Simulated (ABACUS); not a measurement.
# Sb (I4/mmm) in ABACUS: equation of state

How stiff is Sb in PBEsol, and what volume does it want? The cell is scaled to several volumes.

Everything below comes from runs of ABACUS 3.10.1. Logs are shortened: lines on timing, memory, paths and dates and some standing lists are left out, and cuts for length are marked.

**1. The crystal as given**

Symmetry: I4/mmm, No. 139, tetragonal system. Conventional cell: a = 3.153 Å, b = 3.153 Å, c = 5.424 Å, α = 90.00°, β = 90.00°, γ = 90.00°. Sb (site symmetry 4/mmm) has 12 Sb at 3.15 to 3.51 Å as nearest neighbours.

This isn't the form of Sb at room conditions, which is rhombohedral.

**2. Equation of state, PBEsol, 25.34 Å³/atom (volume scaled by 0.94)**

Input file INPUT:

```
INPUT_PARAMETERS
suffix              Sb
calculation         scf
basis_type          pw
pseudo_dir          ./
symmetry            1
dft_functional      pbesol
ecutwfc             81
pseudo_rcut         7
nspin               1
nbands              12
ks_solver           dav
smearing_method     fd
smearing_sigma      0.00367493
scf_thr             1e-08
scf_nmax            100
mixing_type         broyden
mixing_beta         0.7
cal_force           1
cal_stress          1
kpar                4
```

Input file STRU:

```
ATOMIC_SPECIES
Sb 121.7600 Sb.upf

LATTICE_CONSTANT
1.8897261246

LATTICE_VECTORS
-1.5443568632 1.5443568632 2.6565772150
1.5443568632 -1.5443568632 2.6565772150
1.5443568632 1.5443568632 -2.6565772150

ATOMIC_POSITIONS
Direct

Sb
0.0
1
0.0000000000 0.0000000000 0.0000000000 1 1 1
```

Input file KPT:

```
K_POINTS
0
Gamma
12 12 12 0 0 0
```

Potentials or basis: PseudoDojo NC SR 0.4.1 PBEsol standard, plane waves.

Started as:

```
> OMP_NUM_THREADS=1 mpirun -np 4 abacus > log
```

running log:

```text
ABACUS v3.10.1

               Atomic-orbital Based Ab-initio Computation at UStc

 ------------------------------------------------------------------------------------

 READING GENERAL INFORMATION
                           global_out_dir = OUT.Sb/
                           global_in_card = INPUT
                               pseudo_dir = ./
                              orbital_dir =
                                    DSIZE = 4
                                    GSIZE = 1

 READING UNITCELL INFORMATION
                                    ntype = 1
                  lattice constant (Bohr) = 1.88973
              lattice constant (Angstrom) = 1

 READING ATOM TYPE 1
                               atom label = Sb
                      L=0, number of zeta = 1
                      L=1, number of zeta = 1
                      L=2, number of zeta = 1
             number of atom for this type = 1

                        TOTAL ATOM NUMBER = 1
DIRECT COORDINATES
    atom                   x                   y                   z     mag                  vx                  vy                  vz
taud_Sb1            0.0000000000        0.0000000000        0.0000000000  0.0000        0.0000000000        0.0000000000        0.0000000000

                          Volume (Bohr^3) = 171.031
                             Volume (A^3) = 25.3441

 Lattice vectors: (Cartesian coordinate: in unit of a_0)
             -1.54436            +1.54436            +2.65658
             +1.54436            -1.54436            +2.65658
             +1.54436            +1.54436            -2.65658
 Reciprocal vectors: (Cartesian coordinate: in unit of 2 pi/a_0)
                   +0           +0.323759           +0.188212
            +0.323759                  +0           +0.188212
            +0.323759           +0.323759                  +0
 The esolver type has been set to : ksdft_pw

                PAO radial cut off (Bohr) = 7

 Read in pseudopotential file is Sb.upf
                     pseudopotential type = NC
          exchange-correlation functional = PBESOL
                 nonlocal core correction = 1
                        valence electrons = 15
                                     lmax = 2
                           number of zeta = 3
                     number of projectors = 6
                           L of projector = 0
                           L of projector = 0
                           L of projector = 1
                           L of projector = 1
                           L of projector = 2
                           L of projector = 2
     initial pseudo atomic orbital number = 9

 SETUP THE ELECTRONS NUMBER
            electron number of element Sb = 15
      total electron number of element Sb = 15
            AUTOSET number of electrons:  = 15
                           occupied bands = 8
                                   NBANDS = 12
                                   NLOCAL = 9

%%%%%%%%%%%%%%%%%%%%%%%%%%%%%%%%%%%%%%%%%%%%%%%%%%%%%%%%%%%%%%%%%%%%%%%%%%%%%%%%%%%%%%%%%%%%%%%%%%%%%%%%%%
 Warning: the number of valence electrons in pseudopotential > 5 for Sb: [Kr] 4d10 5s2 5p3
 Pseudopotentials with additional electrons can yield (more) accurate outcomes, but may be less efficient.
 If you're confident that your chosen pseudopotential is appropriate, you can safely ignore this warning.
%%%%%%%%%%%%%%%%%%%%%%%%%%%%%%%%%%%%%%%%%%%%%%%%%%%%%%%%%%%%%%%%%%%%%%%%%%%%%%%%%%%%%%%%%%%%%%%%%%%%%%%%%%

 SETUP THE PLANE WAVE BASIS
 energy cutoff for charge/potential (unit:Ry) = 324
            fft grid for charge/potential = [ 40, 40, 40 ]
                        fft grid division = [ 1, 1, 1 ]
        big fft grid for charge/potential = [ 40, 40, 40 ]
                                     nbxx = 64000
                                     nrxx = 64000

 SETUP PLANE WAVES FOR CHARGE/POTENTIAL
                    number of plane waves = 16865
                         number of sticks = 1071

 PARALLEL PW FOR CHARGE/POTENTIAL
     PROC   COLUMNS(POT)             PW
        1           1071          16865
 --------------- sum -------------------
        1           1071          16865
                            number of |g| = 1089
                                  max |g| = 29.3043
                                  min |g| = 0

----------- Double Check Mixing Parameters Begin ------------
mixing_type: broyden
mixing_beta: 0.7
mixing_gg0: 1
mixing_gg0_min: 0.1
mixing_ndim: 8
----------- Double Check Mixing Parameters End ------------

 LATTICE VECTORS: (CARTESIAN COORDINATE: IN UNIT OF A0)
             -1.54436            +1.54436            +2.65658
             +1.54436            -1.54436            +2.65658
             +1.54436            +1.54436            -2.65658
                       right hand lattice = 1
                                   NORM_A = 3.43911
                                   NORM_B = 3.43911
                                   NORM_C = 3.43911
                           ALPHA (DEGREE) = 126.634
                           BETA  (DEGREE) = 126.634
                           GAMMA (DEGREE) = 78.8493

 The lattice vectors have been changed (STRU_SIMPLE.cif)

(for optimal symmetric configuration:)
                             BRAVAIS TYPE = 6
                     BRAVAIS LATTICE NAME = 06. Tetrogonal I (body-centered)
                                    ibrav = 6
                                    IBRAV = 6
                                  BRAVAIS = BODY CENTERED TETROGONAL CELL
                       LATTICE CONSTANT A = 3.08871
                                C/A RATIO = 1.72018
Original cell was already a primitive cell.
                        ROTATION MATRICES = 16
              PURE POINT GROUP OPERATIONS = 16
                   SPACE GROUP OPERATIONS = 16
                              POINT GROUP = D_4h
               POINT GROUP IN SPACE GROUP = D_4h

 SETUP K-POINTS
                                    nspin = 1
                   Input type of k points = Monkhorst-Pack(Gamma)
                                   nkstot = 1728
                       right hand lattice = 1
(for reciprocal lattice: )
                             BRAVAIS TYPE = 6
                     BRAVAIS LATTICE NAME = 06. Tetrogonal I (body-centered)
                                    ibrav = 6
                       right hand lattice = 1
(for k-lattice: )
                             BRAVAIS TYPE = 6
                     BRAVAIS LATTICE NAME = 06. Tetrogonal I (body-centered)
                                    ibrav = 6
                       right hand lattice = 1
                        ROTATION MATRICES = 16
                               nkstot_ibz = 163
K-POINTS REDUCTION ACCORDING TO SYMMETRY
     IBZ    DIRECT_X    DIRECT_Y    DIRECT_Z  WEIGHT  ibz2bz
       1  0.00000000  0.00000000  0.00000000  0.0006       0
       2 -0.08333333  0.00000000  0.08333333  0.0046       1
       3 -0.16666667  0.00000000  0.16666667  0.0046       2
       4 -0.25000000  0.00000000  0.25000000  0.0046       3
       5 -0.33333333  0.00000000  0.33333333  0.0046       4
       6 -0.41666667  0.00000000  0.41666667  0.0046       5
[... 22 lines left out ...]
      29  0.33333333  0.25000000  0.41666667  0.0093      40
      30  0.41666667  0.25000000  0.33333333  0.0093      41
[... 133 further k points ...]

                               nkstot now = 163
[... K-POINTS DIRECT COORDINATES: 163 rows ...]

           k-point number in this process = 41
       minimum distributed K point number = 40
[... stars of the k points ...]

[... K-POINTS CARTESIAN COORDINATES: 41 rows ...]

[... K-POINTS DIRECT COORDINATES: 41 rows ...]

 SETUP PLANE WAVES FOR WAVE FUNCTIONS
     energy cutoff for wavefunc (unit:Ry) = 81
              fft grid for wave functions = [ 40, 40, 40 ]
                    number of plane waves = 3129
                         number of sticks = 349

 PARALLEL PW FOR WAVE FUNCTIONS
     PROC   COLUMNS(POT)             PW
        1            349           3129
 --------------- sum -------------------
        1            349           3129

 SETUP NONLOCAL PSEUDOPOTENTIALS IN PLANE WAVE BASIS
 Sb non-local projectors:
 projector 1 L=0
 projector 2 L=0
 projector 3 L=1
 projector 4 L=1
 projector 5 L=2
 projector 6 L=2
      TOTAL NUMBER OF NONLOCAL PROJECTORS = 18

 Init Non-Local PseudoPotential table :
 Init Non-Local-Pseudopotential done.

                                     npwx = 2139

 Make real space PAO into reciprocal space.
       max mesh points in Pseudopotential = 701
     dq(describe PAO in reciprocal space) = 0.01
                                    max q = 1084

 number of pseudo atomic orbitals for Sb is 3
WARNING: norm of atomic wavefunction # 2 of atomic type Sb is 0.999934, renormalized
WARNING: norm of atomic wavefunction # 3 of atomic type Sb is 0.99707, renormalized

 -------------------------------------------
 SELF-CONSISTENT
 -------------------------------------------
                                 init_chg = atomic

 PW ALGORITHM --------------- ION=   1  ELEC=   1--------------------------------
 Notice: Threshold on eigenvalues was too large.
 hsover_error=0.15 > DRHO=0.00342985
 Origin diag ethr = 0.01
 New diag ethr = 2.28656e-05

 Density error is 0.00337565657514
                          Error Threshold = 2.28656445082e-05
----------------------------------------------------------
     Energy           Rydberg                 eV
----------------------------------------------------------
 E_KohnSham     -181.5468500117      -2470.0716141103
 E_Harris       -182.0321107266      -2476.6739248487
 E_Fermi        0.9649322649         13.1285769862
----------------------------------------------------------
[... 39 lines left out ...]
 Density error is 2.40670730181e-09
                          Error Threshold = 4.15834506613e-10
----------------------------------------------------------
     Energy           Rydberg                 eV
----------------------------------------------------------
 E_KohnSham     -181.5472187784      -2470.0766314394
 E_KS(sigma->0) -181.5470227926      -2470.0739649151
 E_Harris       -181.5468176468      -2470.0711737632
 E_band         -9.1182963991        -124.0607870812
 E_one_elec     -57.7721053643       -786.0298184108
 E_Hartree      38.1905331717        519.6088607926
 E_xc           -45.0616759591       -613.0955544737
 E_Ewald        -116.9035786550      -1590.5547862990
 E_entropy(-TS) -0.0003919717        -0.0053330486
 E_descf        0.0000000000         0.0000000000
 E_exx          0.0000000000         0.0000000000
 E_Fermi        0.9602527826         13.0649093636
----------------------------------------------------------

 charge density convergence is achieved
 final etot is -2470.0766314 eV
 EFERMI = 13.064909364 eV

 STATE ENERGY(eV) AND OCCUPATIONS    NSPIN == 1
 1/41 kpoint (Cartesian) = 0.0000 0.0000 0.0000 (2139 pws)
       1       -16.2836     0.00115741
       2       -16.2250     0.00115741
       3       -16.1828     0.00115741
       4       -16.1828     0.00115741
       5       -16.1168     0.00115741
       6      -0.406320     0.00115741
       7        18.1298    1.17604e-47
       8        18.9349    1.19491e-54
       9        18.9349    1.19491e-54
      10        23.3137        0.00000
      11        24.0153        0.00000
      12        24.6531        0.00000
[... 57 lines left out ...]
 6/41 kpoint (Cartesian) = 0.13490 0.0000 -0.078422 (2107 pws)
       1       -16.2517     0.00925926
       2       -16.2103     0.00925926
       3       -16.1710     0.00925926
       4       -16.1312     0.00925926
       5       -16.1061     0.00925926
       6        3.06210     0.00925926
       7        7.87099     0.00925926
       8        15.1357    9.55721e-21
       9        18.8423    6.09260e-53
      10        19.5536    4.04107e-59
      11        23.3909        0.00000
      12        24.8808        0.00000

[... levels at 35 further k points ...]

------------------------------------------------------------------------------------------
 TOTAL-FORCE (eV/Angstrom)
------------------------------------------------------------------------------------------
                       Sb1         0.0000000000         0.0000000000         0.0000000000
------------------------------------------------------------------------------------------

----------------------------------------------------------------
 TOTAL-STRESS (KBAR)
----------------------------------------------------------------
        37.6467185621         0.0000000000        -0.0000000000
         0.0000000000        37.6467185621         0.0000000000
         0.0000000000         0.0000000000        21.2513012149
----------------------------------------------------------------
 TOTAL-PRESSURE: 32.181579 KBAR

 --------------------------------------------
 !FINAL_ETOT_IS -2470.0766314393977154 eV
 --------------------------------------------
```

It took 14 s on 4 MPI ranks of Intel Xeon Platinum 8488C (Sapphire Rapids), shared host; peak memory 0.36 GiB.

What came out:

| Item | Value |
| --- | --- |
| Free energy | -2470.0766 eV |
| Pressure | 3.2 GPa |
| Band gap on the k mesh | none (metal or under the smearing width) |

(Continued in part 2 of 2.)
